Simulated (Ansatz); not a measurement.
# Be3Se: the cost of one run

Program: Ansatz 0.2.0. Level of theory: DFT PBE, scalar-relativistic, plane waves, PAW. These are calculated values, not measurements.

**1. The structure to begin with**

Symmetry: P6/mmm, No. 191, hexagonal system. The conventional cell has a = 3.825 Å, b = 3.825 Å, c = 4.037 Å, α = 90.00°, β = 90.00°, γ = 120.00°. Around Be (site symmetry 6/mmm) lie 2 Se at 2.02 Å. Be (site symmetry -6m2) is surrounded by 3 Be at 2.21 Å and 3 Se at 2.21 Å. Around Se (site symmetry 6/mmm) lie 8 Be at 2.02 to 2.21 Å.

Structure file:

```
Be Se
1.0
     3.82511    0.00000    0.00000
    -1.91256    3.31264    0.00000
     0.00000    0.00000    4.03701
Be Se
3 1
Direct
  0.00000 0.00000 0.50000
  0.33333 0.66667 0.00000
  0.66667 0.33333 0.00000
  0.00000 0.00000 0.00000
```

This is candidate A: Li3N type (P6/mmm, No. 191).

(A quick probe on a coarse mesh, which set the mesh and smearing, is not shown.)

**3. Coarse relaxation (candidate A)**

File input.yaml:

```yaml
crystal:
  lattice:
    - [3.8251117868, 0.0, 0.0]
    - [-1.9125558934, 3.3126439798, 0.0]
    - [0.0, 0.0, 4.0370085551]
  atoms:
    - { symbol: Be, position: [0.0, 0.0, 0.5] }
    - { symbol: Be, position: [0.3333333333, 0.6666666667, 0.0] }
    - { symbol: Be, position: [0.6666666667, 0.3333333333, 0.0] }
    - { symbol: Se, position: [0.0, 0.0, 0.0] }
basis:
  ecutwfc: 420
kpoints:
  mp_grid: { grid: [6, 6, 4] }
hamiltonian:
  xc: pbe
scf:
  occupations: { method: gaussian, width: 0.1 }
  lower_state_search: "off"
output:
  forces: true
  stress: true
  eigenvalues: true
relax:
  adjacent_minimum: "off"
  f_tol: 0.04
  max_steps: 70
  cell: { stress_tol: 0.4 }
```

On the command line:

```sh
> ansatz run input.yaml --threads 1 --pin off --max-ram 2560MiB --backend cpu --events-out ev --progress --plain --runs-dir out
```

What time and memory should one allow on 1 thread of Arm Neoverse V2, shared host?

About 8.8 s, with a peak of 0.32 GiB.
